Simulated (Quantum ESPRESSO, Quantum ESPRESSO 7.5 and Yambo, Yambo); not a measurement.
# BaS (Fm-3m): G0W0 with and without spin-orbit coupling

Is the spin-orbit change of the gap of BaS (Fm-3m) the same in DFT and in GW?

Method: PBE and many-body steps on it, plane waves, in Quantum ESPRESSO 7.5 and Yambo 5.3.0.

### Step 1. Starting point

Symmetry: Fm-3m, No. 225, cubic system. The conventional cell has a = 6.388 Å, b = 6.388 Å, c = 6.388 Å, α = 90.00°, β = 90.00°, γ = 90.00°. Nearest to Ba lie 6 S at 3.19 Å. Nearest to S lie 6 Ba at 3.19 Å. Farther neighbours and most contacts between anions are not listed.

The cell and positions come from the Crystallography Open Database and are kept as given unless a step says otherwise. Spin-orbit coupling is left out unless a step names it.

### Step 2. Empty states on the mesh, 4×4×4 mesh, 178 bands

This step: Quantum ESPRESSO 7.5; DFT, PBE, plane waves, norm-conserving pseudopotentials.

The sums over transitions need many empty states on a uniform mesh; this step solves for them.

Contents of pw.in:

```
&control
  calculation = 'nscf'
  prefix = 'x'
  outdir = 'o'
  pseudo_dir = 'pseudo'
/
&system
  ibrav = 0
  nat = 2
  ntyp = 2
  ecutwfc = 40.0
  nbnd = 178
  force_symmorphic = .true.
/
&electrons
  conv_thr = 1e-9
  electron_maxstep = 80
  diago_full_acc = .true.
  diago_thr_init = 5e-6
/
ATOMIC_SPECIES
  Ba 137.33 Ba.upf
  S 32.06 S.upf
CELL_PARAMETERS angstrom
  0.0000000000 3.1937500000 3.1937500000
  3.1937500000 0.0000000000 3.1937500000
  3.1937500000 3.1937500000 0.0000000000
ATOMIC_POSITIONS crystal
  Ba 0.0000000000 0.0000000000 0.0000000000
  S 0.5000000000 0.5000000000 0.5000000000
K_POINTS automatic
  4 4 4 0 0 0
```

Launch:

```bash
> OMP_NUM_THREADS=1 mpirun -n 4 pw.x -nk 4 -in pw.in > pw.out
```

Output:

```text
Program PWSCF v.7.5 starts

     This program is part of the open-source Quantum ESPRESSO suite
     for quantum simulation of materials; please cite
         "P. Giannozzi et al., J. Phys.:Condens. Matter 21 395502 (2009);
         "P. Giannozzi et al., J. Phys.:Condens. Matter 29 465901 (2017);
         "P. Giannozzi et al., J. Chem. Phys. 152 154105 (2020);
     in publications or presentations arising from this work. More details at

     Atomic positions and unit cell read from directory:
     o/x.save/

     Message from routine setup:
[...]
k =-0.3536-0.3536 0.3536 (  1892 PWs)   bands (ev):

[...]
56.5255  57.4844  58.5334  60.2248  60.2248  60.2865  60.2865  61.8529
     [... 11 further rows ...]
   103.6305 103.7508 103.9631 104.6003 104.6003 104.8482 105.0315 105.0315
   106.7773 108.5362

          k = 0.3536 0.0000 0.0000 (  1876 PWs)   bands (ev):

     [... further k-points ...]

     highest occupied, lowest unoccupied level (ev):     5.8941    8.0404

     XML data file, pseudopotentials, collected wavefunctions

=------------------------------------------------------------------------------=
   JOB DONE.
=------------------------------------------------------------------------------=
```

Wall time 8.9 s (4 MPI ranks of Arm Neoverse V1, shared host); peak memory 0.3 GiB; 35 s of CPU time.

This step gave:

| Property | Result |
| --- | --- |
| gap | 2.146 eV |
| k of the valence top | 0, 0, 0 |
| k of the conduction bottom | 0, -0.5, -0.5 |
| least direct gap | 2.272 eV |
| k points computed | 8 |
| lowest point of the top converged band, above the valence top | 100.1525 eV |

On this mesh the gap is 2.146 eV.

The density comes from a self-consistent run that is not shown.

### Step 3. Conversion and set-up

This step: Yambo 5.3.0; conversion and set-up on PBE, plane waves, norm-conserving pseudopotentials.

The states are converted to the many-body program's format and the q mesh is built.

Launch:

```bash
> (cd o/x.save; p2y > p2y.log; mv SAVE ../..); yambo > setup.log
```

Output:

```text
 Yambo, version 5.3.0

 [02] CORE Variables Setup
 =========================

  [02.01] Unit cells
  ==================

  Cell kind             :  FCC
  Atoms in the cell     :  Ba  S
  number of Ba atoms    :  1
  number of S  atoms    :  1

  List of atomic masses
  Mass of Ba    :  137.3300
  Mass of S     :  32.06000

  List of atomic coordinates    : [cc]
  Ba1       :  0.000000  0.000000  0.000000  order 1
  S1       :  6.035313  6.035313  6.035313  order 2

  Alat factors          :  6.035313  6.035313  6.035313 [a.u.]
  Direct lattice volume :  439.6725 [a.u.]
[...]
==========================================

 IBZ Q-points                                      :   8
 BZ  Q-points                                      :   64

 K/Q-points units:
 rlu = crystal or reduced units; cc = cartesian coordinates; iku = interal k-units

 Q [1]          [rlu]:  0.000000  0.000000  0.000000
 Q [2]          [rlu]:  0.74313E-17  0.74313E-17  0.25000
 Q [3]          [rlu]: -0.14863E-16 -0.14863E-16 -0.50000
[...]
Q [7]          [rlu]: -0.14898E-16 -0.50000     -0.50000
 Q [8]          [rlu]:  0.250000 -0.500000 -0.250000

  [03.01] X indexes
  =================

   [03.01.01] Sigma indexes
   ========================

 [06] Game Over & Game summary
```

Run time: 2.1 s. Hardware: 1 MPI rank; peak memory 0.24 GiB.

### Step 4. Scalar-relativistic

Now the one-shot GW correction: screening in the RPA, then the self-energy of the levels asked for.

This step: G0W0 on PBE, plane waves, norm-conserving pseudopotentials.

Contents of gw1.in:

```
HF_and_locXC
gw0
dyson
ppa
em1d
rim_cut
RandQpts= 1000000
RandGvec= 1 RL
EXXRLvcs= 40 Ry
VXCRLvcs= 160 Ry
Chimod= "HARTREE"
% BndsRnXp
 1 | 178 |
%
NGsBlkXp= 13 Ry
% LongDrXp
 1 | 1 | 1 |
%
% GbndRnge
 1 | 178 |
%
DysSolver= "n"
ExtendOut
PPAPntXp= 27.21138 eV
% QPkrange
 1 | 1 | 7 | 10 |
 7 | 7 | 7 | 10 |
%
```

Launch:

```bash
> OMP_NUM_THREADS=1 mpirun -n 4 yambo -F gw1.in -J gw1 -C gw1 > gw1.log
```

Output:

```text
 Yambo, version 5.3.0

 [02] CORE Variables Setup
 =========================

  [... cell, symmetries and grids as in the set-up ...]

  [02.05] Energies & Occupations
  ==============================

  [X] === General ===
  [X] Electronic Temperature                        :  0.000000  0.000000 [eV K]
  [X] Bosonic    Temperature                        :  0.000000  0.000000 [eV K]
  [X] Finite Temperature mode                       : no
  [X] El. density                                   :  0.24558E+24 [cm-3]
  [X] Fermi Level                                   :  5.894091 [eV]

  [X] === Gaps and Widths ===
  [X] Conduction Band Min                           :  2.146280 [eV]
  [X] Valence Band Max                              :  0.000000 [eV]
  [X] Filled Bands                                  :   8
  [X] Empty Bands                                   :    9  178
  [X] Direct Gap                                    :  2.272370 [eV]
  [X] Direct Gap localized at k                     :   7
  [X] Indirect Gap                                  :  2.146280 [eV]
  [X] Indirect Gap between kpts                     :   1   7
  [X] Last valence band width                       :  1.057937 [eV]
  [X] 1st conduction band width                     :  3.430145 [eV]

 [03] Transferred momenta grid and indexing
 ==========================================

 IBZ Q-points                                      :   8
 BZ  Q-points                                      :   64

 K/Q-points units:
 rlu = crystal or reduced units; cc = cartesian coordinates; iku = interal k-units

 Q [1]          [rlu]:  0.000000  0.000000  0.000000
 Q [2]          [rlu]:  0.74313E-17  0.74313E-17  0.25000
 Q [3]          [rlu]: -0.14863E-16 -0.14863E-16 -0.50000
 Q [4]          [rlu]:  0.74488E-17  0.25000      0.25000
 Q [5]          [rlu]:  0.16929E-16  0.25000      0.50000
 Q [6]          [rlu]: -0.14863E-16  0.25000     -0.25000
 Q [7]          [rlu]: -0.14898E-16 -0.50000     -0.50000
 Q [8]          [rlu]:  0.250000 -0.500000 -0.250000

 [04] Coloumb potential Random Integration (RIM)
 ===============================================

  [04.01] RIM initialization
  ==========================

  * Diagonal components only detected *

  8 x (sBL volume)        :  0.070521 [a.u.]
  sBZ random points       :  1000000
  Points outside the sBZ  :   7987327
  RL volume               :  0.564170 [a.u.]
  Integrated volume       :  0.565065 [a.u.]

  [04.02] RIM integrals
  =====================

  Gamma point sphere radius             :  0.074942 [a.u.]
  Points outside the sphere             :   799513
  [Int_sBZ(q=0) 1/q^2]*(Vol_sBZ)^(-1/3) =:  7.764325
                                 should be <:  7.795600

  Summary of Coulomb integrals for non-metallic bands |Q|[au] RIM/Bare

  Q [1] 0.100000E-4 0.995988 * Q [2] 0.225398 1.066654
  Q [4] 0.260268 1.065697 * Q [6] 0.368074 1.027401
  Q [5] 0.431605 1.020783 * Q [3] 0.450797 1.018057
  Q [7] 0.520535 1.014668 * Q [8] 0.581976 1.011636

 [05] Dipoles
 ============

  [05.01] Setup: observables and procedures
  =========================================

 [06] Dynamic Dielectric Matrix (PPA)
 ====================================

 [WR./gw1//ndb.pp]---------------------------------------------------------------
  Brillouin Zone Q/K grids (IBZ/BZ)                :    8   64    8   64
  RL vectors                                       :  2421 [WF]
  Coulomb cutoff potential                         : none
  Electronic Temperature                           :  0.000000 [K]
  Bosonic    Temperature                           :  0.000000 [K]
  PPA    diel. fun.  energies                      : Perdew, Burke & Ernzerhof(X)+Perdew, Burke & Ernzerhof(C)
  wavefunctions                                    : Perdew, Burke & Ernzerhof(X)+Perdew, Burke & Ernzerhof(C)
  Global Gauge                                     : length
  X matrix size                                    :   339
  X band range                                     :    1  178
  X e/h energy range                               : -1.000000 -1.000000 [eV]
  X Time ordering                                  : R
  X Hxc Kernel                                     : HARTREE
  X Drude frequency                                :  0.000000  0.000000
  X poles                                          :  100.0000 [o/o]
  RL vectors in the sum                            :  2421
  [r,Vnl] included                                 : yes
  Field direction                                  :  0.577350E-5  0.577350E-5  0.577350E-5
  BZ energy Double Grid                            : no
  BZ energy DbGd points                            : 0
  BZ Q point size factor                           : -1.000000
  X Optical Averaged directions                    : none

 [07] Local Exchange-Correlation + Non-Local Fock
 ================================================

 [VXC] Plane waves :  15065
 [EXS] Plane waves :  1917

 QP @ state[ 1 ] K range:  1  1
 QP @ state[ 1 ] b range:   7  10
 QP @ state[ 2 ] K range:   7   7
 QP @ state[ 2 ] b range:   7  10

 [xc] Functional : Perdew, Burke & Ernzerhof(X)+Perdew, Burke & Ernzerhof(C)
 [xc] LIBXC used to calculate xc functional
  PP Number of Atomic Species                      :  2
  NLCC RL compoments                               :  15065
  PP Number of Atomic Species                      :  2
  NLCC RL compoments                               :  15065

 [xc] E_xc :  -6.043476 [Ha]
      E_xc :  -12.08695 [Ry]

  Local XC kind (lXC) : Perdew, Burke & Ernzerhof(X)+Perdew, Burke & Ernzerhof(C)
  Non-Local XC kind (nlXC) : Hartree-Fock

  Corrections @ K [1] :  [eV]
 <7|nlXC|7> = -15.67957 -0.36670E-17 <7|lXC|7> = -12.60175 -0.22082E-21
 <8|nlXC|8> = -15.67959  0.53281E-17 <8|lXC|8> = -12.60175 -0.16629E-20
 <9|nlXC|9> = -4.019332  0.16281E-17 <9|lXC|9> = -7.958255  0.10102E-19
 <10|nlXC|10> = -4.535539 -0.67756E-18 <10|lXC|10> = -8.922664 -0.23151E-20

  Corrections @ K [7] :  [eV]
 <7|nlXC|7> = -15.67191 -0.92964E-17 <7|lXC|7> = -12.53318 -0.18882E-15
 <8|nlXC|8> = -15.67183 -0.32679E-17 <8|lXC|8> = -12.53318  0.18883E-15
 <9|nlXC|9> = -4.204415 -0.99635E-18 <9|lXC|9> = -7.957322  0.47200E-16
 <10|nlXC|10> = -6.058090  0.41701E-17 <10|lXC|10> = -10.95390 -0.28323E-15

 [08] Dyson equation: Newton solver
 ==================================

  [08.01] G0W0 (W PPA)
  ====================

  [  GW  ] Bands range     :    1  178
  [GW/PPA] G damping       :  0.100000 [eV]

  QP @ state[ 1 ] K range:  1  1
  QP @ state[ 1 ] b range:   7  10
  QP @ state[ 2 ] K range:   7   7
  QP @ state[ 2 ] b range:   7  10

   Sc/G bands                                       :    1  178
   Sc/G damping                                     :  0.100000 ev
   Sc bands terminator                              : no
   Sx RL components                                 :  1917

   QP @ state[ 1 ] K range                          :  1  1
   QP @ state[ 1 ] b range                          :   7  10
   QP @ state[ 2 ] K range                          :   7   7
   QP @ state[ 2 ] b range                          :   7  10
   GF energies kind                                 : Perdew, Burke & Ernzerhof(X)+Perdew, Burke & Ernzerhof(C)
   GF WF`s kind                                     : Perdew, Burke & Ernzerhof(X)+Perdew, Burke & Ernzerhof(C)
   Xs energies kind                                 : Perdew, Burke & Ernzerhof(X)+Perdew, Burke & Ernzerhof(C)
   Xs WF`s kind                                     : Perdew, Burke & Ernzerhof(X)+Perdew, Burke & Ernzerhof(C)

 [11] Game Over & Game summary
```

It took 2.3 min on 4 MPI ranks; peak memory 1.4 GiB; 9.2 min of CPU time.

Numbers from this step:

```
G0W0 gap on the points computed              : 3.580 eV
starting gap on the mesh                     : 2.146 eV
k of the valence top                         : 0, 0, 0
k of the conduction bottom                   : 0, -0.5, -0.5
least direct G0W0 gap on the computed points : 3.724 eV
Z at the valence top                         : 0.7899
Z at the conduction bottom                   : 0.8334
```

The gap on the mesh goes from 2.15 eV to 3.58 eV, a correction of +1.43 eV.

### Step 5. Empty states on the mesh, 4×4×4 mesh, 356 bands

This step: Quantum ESPRESSO 7.5; DFT, PBE with spin-orbit coupling, plane waves, norm-conserving pseudopotentials.

pw.in: that of step 2 with these lines changed.

```diff
@@ -11,4 +11,6 @@
   ecutwfc = 40.0
-  nbnd = 178
+  nbnd = 356
   force_symmorphic = .true.
+  noncolin = .true.
+  lspinorb = .true.
 /
```

Launch:

```bash
> OMP_NUM_THREADS=1 mpirun -n 4 pw.x -nk 4 -in pw.in > pw.out
```

Output:

```text
[banner, memory and clock lines left out]
Program PWSCF v.7.5 starts

     Atomic positions and unit cell read from directory:
     o/x.save/

     Message from routine setup:
     using ibrav=0 with symmetry is DISCOURAGED, use correct ibrav instead

     G-vector sticks info

     bravais-lattice index     =            0
     lattice parameter (alat)  =       8.5352  a.u.
     unit-cell volume          =     439.6725 (a.u.)^3
     number of atoms/cell      =            2
     number of atomic types    =            2
     number of electrons       =        16.00
[...]
[... 33 further rows ...]
[...]
107.4622 107.4622 108.8298 108.8298

          k =-0.3536-0.3536 0.3536 (  1892 PWs)   bands (ev):

[...]
33.3100  33.3100  35.9855  35.9855  36.0749  36.0749  36.9197  36.9197
     [... 33 further rows ...]
   104.6127 104.6127 104.8535 104.8535 104.9989 104.9989 105.0623 105.0623
   106.7758 106.7758 108.5341 108.5341

          k = 0.3536 0.0000 0.0000 (  1876 PWs)   bands (ev):

     [... further k-points ...]

     highest occupied, lowest unoccupied level (ev):     5.9427    8.0420

     XML data file, pseudopotentials, collected wavefunctions
```

It took 52 s on 4 MPI ranks; peak memory 0.7 GiB; 3.4 min of CPU time.

Numbers from this step:

```
gap                                                           : 2.099 eV
k of the valence top                                          : 0, 0, 0
k of the conduction bottom                                    : 0, -0.5, -0.5
least direct gap                                              : 2.189 eV
k points computed                                             : 8
lowest point of the top converged band, above the valence top : 100.0987 eV
```

On this mesh the gap is 2.099 eV.

The density comes from a self-consistent run that is not shown, made with spin-orbit coupling and fully relativistic files.

(Continued in part 2 of 2.)

[Paths, hosts, dates, memory and timing lines, banners, echoed tables and standing remarks are left out of the program output.]

[Logs are printed without paths, hosts, clocks, repeated set-up lines and the standing remarks that a program may print on its own settings, such as how far it seeks lower states.]

[Runs of the session that timed out or met a known fault of the program may be left out.]

[Hosts, paths, dates, database ids (printed as entryN), source tags and the programs' standing remarks are cut or masked in the printed files.]
